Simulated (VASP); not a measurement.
Wanted: the native input for a VASP 6.6.1 run.

```yaml
Task: single point
Functional: PBE
Potentials_or_basis: VASP PAW PBE potentials, release 64 (Ga_d, Sb)
Cutoff: 520 eV
k_mesh: 4 × 4 × 4
Occupations: gaussian, width 0.02 eV
Spin: no spin polarisation
Further_INCAR_settings: ALGO = Normal; EDIFF = 1e-07
```

The structure of GaSb lies in POSCAR:

```
GaSb
1.0
    0.0000000000      3.0590000000      3.0590000000
    3.0590000000      0.0000000000      3.0590000000
    3.0590000000      3.0590000000      0.0000000000
Ga Sb
1 1
Direct
    0.0000000000      0.0000000000      0.0000000000
    0.2500000000      0.2500000000      0.2500000000
```

These files were run (other wordings do the same):

INCAR

```
PREC = Accurate
ENCUT = 520
EDIFF = 1E-7
ISMEAR = 0
SIGMA = 0.02
LREAL = F
LASPH = T
NELM = 80
ALGO = Normal
ISIF = 2
LWAVE = F
LCHARG = F
GGA = PE
```

KPOINTS

```
Automatic mesh
0
Gamma
  4 4 4
```

Potentials or basis: VASP PAW PBE potentials, release 64 (Ga_d, Sb).

Command:

```bash
$ cat potpaw_PBE.64/Ga_d/POTCAR potpaw_PBE.64/Sb/POTCAR > POTCAR
$ mpirun -np 1 vasp_std > vasp.out
```

Results of the run:

* Pressure: 2.7 GPa
* Band gap on the k mesh: 0.03 eV, direct

Caveat: the k mesh is coarse (spacing up to 0.44 Å⁻¹), so the values aren't converged; spin-orbit coupling is left out, which moves the levels of the heavy elements.

It took 9.5 s on 1 thread of Intel(R) Xeon(R) Platinum 8488C (Sapphire Rapids) (shared host), peak memory 0.17 GiB.
